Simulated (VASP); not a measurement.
# Pd (Im-3m) in VASP: a series of runs

One crystal, Pd, is run at these levels: PBE; tasks: single point.

Program: VASP 6.6.1. These are calculated values, not measurements. Logs are shortened: lines on timing, memory, paths and dates and some standing lists are left out, and cuts for length are marked.

## Step 1: Starting point

Symmetry: Im-3m, No. 229, cubic system. Conventional cell: a = 3.145 Å, b = 3.145 Å, c = 3.145 Å, α = 90.00°, β = 90.00°, γ = 90.00°. Around Pd (site symmetry m-3m) lie 8 Pd at 2.72 Å.

This isn't the form of Pd at room conditions, which is fcc.

## Step 2: Single point, PBE

The input, INCAR:

```
SYSTEM = Pd
PREC = Accurate ; ENCUT = 460
EDIFF = 0.01 ; ISMEAR = 0
SIGMA = 0.1 ; LREAL = .FALSE.
LASPH = .TRUE. ; NELM = 100
ALGO = Normal ; ISIF = 2
LWAVE = .FALSE. ; LCHARG = .FALSE.
GGA = PE ; ADDGRID = .FALSE.
```

The input, KPOINTS:

```
Automatic mesh
0
G
  11 11 11
  0 0 0
```

The input, POSCAR:

```
Pd
1.0
   -1.5345420000      1.5703810000      1.5719130000
    1.5565800000     -1.5514420000      1.5750130000
    1.5718420000      1.5887420000     -1.5529740000
Pd
1
Direct
    0.0275280000      0.0634310000      0.0341390000
```

Potentials or basis: VASP PAW PBE potentials, release 64 (Pd).

The run is started by

```console
$ cat potpaw_PBE.64/Pd/POTCAR > POTCAR
$ mpirun -np 1 vasp_std > vasp.out
```

OUTCAR:

```text
SYSTEM = Pd
   PREC = Accurate
   ENCUT = 460
   EDIFF = 0.01
   ISMEAR = 0
   LREAL = .FALSE.
   LASPH = .TRUE.
   NELM = 100
   ISIF = 2
   GGA = PE

 Found    666 irreducible k-points:

 Following reciprocal coordinates:
            Coordinates               Weight
  0.000000  0.000000  0.000000      1.000000
  0.090909  0.000000  0.000000      2.000000
  0.181818  0.000000 -0.000000      2.000000
  0.272727  0.000000  0.000000      2.000000
  0.363636  0.000000  0.000000      2.000000
  0.454545  0.000000  0.000000      2.000000
   k-points           NKPTS =    666   k-points in BZ     NKDIM =    666   number of bands    NBANDS=      9
   number of dos      NEDOS =    301   number of ions     NIONS =      1
   total plane-waves  NPLWV =   8000
   dimension x,y,z NGX =    20 NGY =   20 NGZ =   20
   dimension x,y,z NGXF=    40 NGYF=   40 NGZF=   40
   ions per type =               1
   NGX,Y,Z   is equivalent  to a cutoff of  12.31, 12.30, 12.22 a.u.
   NGXF,Y,Z  is equivalent  to a cutoff of  24.63, 24.59, 24.43 a.u.
 SYSTEM =  Pd
   PREC   = accura    normal or accurate (medium, high low for compatibility)
   ISTART =      0    job   : 0-new  1-cont  2-samecut
   ICHARG =      2    charge: 1-file 2-atom 10-const
   ISPIN  =      1    spin polarized calculation?
   LNONCOLLINEAR =      F non collinear calculations
   LSORBIT =      F    spin-orbit coupling
   LASPH  =      T    aspherical Exc in radial PAW
   ENCUT  =  460.0 eV  33.81 Ry    5.81 a.u.   4.72  4.73  4.76*2*pi/ulx,y,z
   NELM   =    100;   NELMIN=  2; NELMDL= -5     # of ELM steps
   EDIFF  = 0.1E-01   stopping-criterion for ELM
   LREAL  =      F    real-space projection
   EDIFFG = 0.1E+00   stopping-criterion for IOM
   NSW    =      0    number of steps for IOM
   IBRION =     -1    ionic relax: 0-MD 1-quasi-New 2-CG
   NFREE  =      0    steps in history (QN), initial steepest desc. (CG)
   ISIF   =      2    stress and relaxation
   ISYM   =      2    0-nonsym 1-usesym 2-fastsym
   POTIM  = 0.5000    time-step for ionic-motion
   TEBEG  =    0.0;   TEEND  =   0.0 temperature during run
   PSTRESS=    0.0 pullay stress
   NELECT =      10.0000    total number of electrons
   NUPDOWN=      -1.0000    fix difference up-down
   EMIN   =  10.00;   EMAX   =-10.00  energy-range for DOS
   EFERMI =   0.00;   METHOD = LEGACY
   ISMEAR =     0;   SIGMA  =   0.10  broadening in eV -4-tet -1-fermi 0-gaus
   EFERMI_NEDOS =   21; number of points for ismear=-14 and -15
   IALGO  =     38    algorithm
   IMIX   =      4    mixing-type and parameters
     AMIX     =   0.40;   BMIX     =  1.00
     AMIX_MAG =   1.60;   BMIX_MAG =  1.00
  volume/ion in A,a.u.               =      15.55       104.92
  Fermi-wavevector in a.u.,A,eV,Ry     =   1.413160  2.670485 27.171118  1.997021
  Thomas-Fermi vector in A             =   2.534834
   LORBIT       =      0    0 simple, 1 ext, 2 COOP (PROOUT), +10 PAW based schemes
   GGA     = PE    functional components
   LHFCALC =     F    Hartree Fock is set to
   AEXX    =    0.0000 exact exchange contribution
   IVDW    =     0    specifies the selected vdW correction
   LEPSILON=     F    determine dielectric tensor
   LRPA    =     F    only Hartree local field effects (RPA)
 non-spin polarized calculation
 Gauss-broadening in eV      SIGMA  =   0.10
  energy-cutoff  :      460.00
  volume of cell :       15.55
 maximum number of plane-waves:       369
   NGX =  9   NGY =  9   NGZ =  9

 number of electron      10.0000000 magnetization

 Free energy of the ion-electron system (eV)
  ---------------------------------------------------
  ext. energy  EPLUGINS =         0.00000000
  ---------------------------------------------------
  free energy    TOTEN  =        -5.16689191 eV

  energy without entropy =       -5.15843054  energy(sigma->0) =       -5.16266122

 E-fermi :   8.9212     XC(G=0): -12.8304

 val. band max:        8.9185565639   @ k =  -0.0909   0.0000   0.3636
 cond. band min:       8.9228627252   @ k =  -0.0000  -0.3636   0.2727
 fundamental gap:      0.0043061613
 Fermi energy:         8.9211825658

 k-point     1 :       0.0000    0.0000    0.0000
  band No.  band energies     occupation
      1       2.1794      2.00000
      2       6.0591      2.00000
      3       6.1541      2.00000
      4       6.4057      2.00000
      5       8.0210      2.00000
      6       8.0843      2.00000
      7      27.9577      0.00000
      8      28.1025      0.00000
      9      28.5381      0.00000

 k-point     2 :       0.0909    0.0000    0.0000
  band No.  band energies     occupation
      1       2.4734      2.00000
      2       6.0473      2.00000
      3       6.1293      2.00000
      4       6.5535      2.00000
      5       7.9242      2.00000
      6       8.0891      2.00000
      7      27.7141      0.00000
      8      28.1197      0.00000
      9      28.7774      0.00000

 k-point     3 :       0.1818    0.0000   -0.0000
  band No.  band energies     occupation
      1       3.2544      2.00000
      2       5.8230      2.00000
      3       6.1839      2.00000
      4       7.0816      2.00000
      5       7.7715      2.00000
      6       8.1131      2.00000
      7      26.0055      0.00000
      8      27.6011      0.00000
      9      29.6065      0.00000

 k-point     4 :       0.2727    0.0000    0.0000
  band No.  band energies     occupation
      1       4.0233      2.00000
      2       5.5298      2.00000
      3       6.6337      2.00000
      4       7.7656      2.00000
      5       7.9025      2.00000
      6       8.1632      2.00000
      7      22.8287      0.00000
      8      26.2172      0.00000
      9      30.3530      0.00000

 k-point     5 :       0.3636    0.0000    0.0000
  band No.  band energies     occupation
      1       4.1516      2.00000
      2       5.2720      2.00000
      3       7.8005      2.00000
      4       8.2028      2.00000
      5       8.2268      2.00000
      6       8.7736      1.96312
      7      19.4038      0.00000
      8      24.9101      0.00000
      9      28.0302      0.00000

 k-point     6 :       0.4545    0.0000    0.0000
  band No.  band energies     occupation
      1       4.0443      2.00000
      2       5.1241      2.00000
      3       7.9449      2.00000
      4       8.2732      2.00000
      5       9.3596      0.00000
      6       9.9360      0.00000
      7      16.7271      0.00000
      8      24.1747      0.00000
      9      26.6846      0.00000

 [... further k-points ...]

------------------------ aborting loop because EDIFF is reached ----------------------------------------

  FORCE on cell =-STRESS in cart. coord.  units (eV):
  Direction    XX          YY          ZZ          XY          YZ          ZX
  --------------------------------------------------------------------------------------
  -------------------------------------------------------------------------------------
  Total        0.3931736      0.4146848      0.4065982     -0.1898484     -0.0819298     -0.1005612
  in kB       40.5176611     42.7344444     41.9011044    -19.5644172     -8.4430995    -10.3631148
  external PRESSURE =      41.7177366 kB  Pullay stress =       0.0000000 kB

 VOLUME and BASIS-vectors are now :
 -----------------------------------------------------------------------------
  energy-cutoff  :      460.00
  volume of cell :       15.55
      direct lattice vectors                 reciprocal lattice vectors
    -1.534542000  1.570381000  1.571913000    -0.005977961  0.314720194  0.315918219
     1.556580000 -1.551442000  1.575013000     0.317494029 -0.005640589  0.315580949
     1.571842000  1.588742000 -1.552974000     0.315948875  0.312837667 -0.004095334

 POSITION                                       TOTAL-FORCE (eV/Angst)
 -----------------------------------------------------------------------------------
      0.11015     -0.00094      0.09016         0.000000      0.000000     -0.000000
 -----------------------------------------------------------------------------------
    total drift:                                0.000001      0.000005      0.000003

  FREE ENERGIE OF THE ION-ELECTRON SYSTEM (eV)
  ---------------------------------------------------
  free  energy   TOTEN  =        -5.1668919079 eV

  energy  without entropy=       -5.1584305372  energy(sigma->0) =       -5.16266122
```

Run time: 44 s. Hardware: 1 thread of Intel Xeon Platinum 8375C at 2.90GHz (Ice Lake), shared host; peak memory 0.2 GiB.

The run converged, but some of its settings lie outside the range that counts as converged, so its numbers aren't taken as properties of the crystal.

What came out:

| Property | Result |
| --- | --- |
| Free energy | -5.1669 eV |
| Pressure | 4.2 GPa |
| Band gap on the k mesh | none (metal or under the smearing width) |

(Continued in part 2 of 2.)
